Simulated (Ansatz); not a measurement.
Is this Ge structure a true minimum?

The cell was found from a structure generator's guess, not taken from experiment.

Level of theory: DFT PBE, scalar-relativistic, plane waves, PAW in Ansatz 0.2.0. Settings: cutoff 420 eV, Γ-centred mesh 12×12×4 on the computed 10-atom cell, Gaussian smearing of 0.10 eV; no spin polarisation.

The cell below (10 atoms, space group P-3m1 (No. 164)) is relaxed within its symmetry.

```xyz
10
Lattice="4.0675 0.0000 0.0000 -2.0337 3.5225 0.0000 0.0000 0.0000 16.6656" Properties=species:S:1:pos:R:3 pbc="T T T"
Ge    0.0000    2.3484    2.0794
Ge    0.0000    2.3484    8.7511
Ge    2.0337    1.1742   12.0956
Ge    0.0000    0.0000   15.4192
Ge    2.0337    1.1742    5.4046
Ge    0.0000    2.3484   11.2610
Ge    0.0000    0.0000    1.2465
Ge    2.0337    1.1742   14.5862
Ge    0.0000    2.3484    4.5700
Ge    2.0337    1.1742    7.9145
```

For the test it was strained at random (σ = 1.5 % a component), the atoms were moved at random (σ = 0.10 Å), and all was relaxed again on a coarse 6×6×2 mesh (in the run’s order of axes) with 0.20 eV smearing, with no symmetry imposed.

Problem. What happens?

Solution. It returns, within 1 meV/atom of the unmoved cell on that mesh and with the same symmetry when read at 0.1 Å. No instability shows in this cell; modes of other wave vectors, which need another repeat, aren't tested.
